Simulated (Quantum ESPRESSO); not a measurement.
The system is Ti.

```xyz
2
Lattice="2.9500 0.0000 0.0000 -1.4750 2.5548 0.0000 0.0000 0.0000 4.6800" Properties=species:S:1:pos:R:3 pbc="T T T"
Ti    1.4750    0.8516    3.5100
Ti    0.0000    1.7032    1.1700
```

| Quantity | Value |
| --- | --- |
| Program | Quantum ESPRESSO 7.5 |
| Task | single point |
| Functional | PBEsol |
| Potentials or basis | GBRV 1.5 PBEsol |
| Cutoff | 612 eV |
| Density cutoff | 4898 eV |
| k mesh | 10 × 10 × 6 |
| Occupations | fermi-dirac, width 0.05 eV |
| Spin | no spin polarisation |

On this cell: pressure -5.7 GPa; largest force under 0.003 eV/Å; band gap on the k mesh none (metal or under the smearing width).

The same run follows on a disturbed copy (atoms moved at random, drawn with an rms of 0.05 Å):

```
Ti
1.0
     2.95000    0.00000    0.00000
    -1.47500    2.55477    0.00000
     0.00000    0.00000    4.68000
Ti
2
Direct
  0.68616 0.32688 0.74849
  0.33797 0.67291 0.24873
```

What changes?

The energy (extrapolated to zero smearing) moves by +1.9 meV/atom; pressure -5.7 GPa; largest force 0.101 eV/Å; band gap on the k mesh none (metal or under the smearing width).

Forces on the atoms (eV/Å):
```
Ti  -0.090  0.046  0.003
Ti   0.090 -0.046 -0.003
```

Stress tensor (GPa, compression positive):
```
-5.93  0.67  0.00
 0.67 -5.24  0.00
 0.00  0.00 -6.02
```
